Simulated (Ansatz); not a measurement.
**Strain response of Ti**

Computed with DFT r2SCAN, scalar-relativistic, plane waves, PAW (Ansatz 0.2.0). Run with 500 eV cutoff, 18×18×12 k-mesh, Gaussian smearing of 0.10 eV, no spin polarisation.

Starting point, cell and atoms relaxed:

```
Ti
1.0
     2.05515    2.05515    0.00000
    -2.05515    2.05515    0.00000
     0.00000    0.00000    4.11030
Ti
2
Direct
  0.00000 0.00000 0.00000
  0.50000 0.50000 0.50000
```

Deformation: uniaxial strain along a, with the lengths of b and c and the atoms relaxed and the angles held, all within the symmetry that the strain leaves. Energies are extrapolated to zero smearing.

Task: Give the structure at -4.0 %.

Result:
```
Ti
1.0
     1.97295    1.97295    0.00000
    -2.03590    2.03590    0.00000
     0.00000    0.00000    4.26983
Ti
2
Direct
  0.00000 0.00000 0.00000
  0.50000 0.50000 0.50000
```
Space group Immm (71), 9.4 meV/atom over the relaxed crystal.

This fcc form isn't the element's structure at ambient conditions.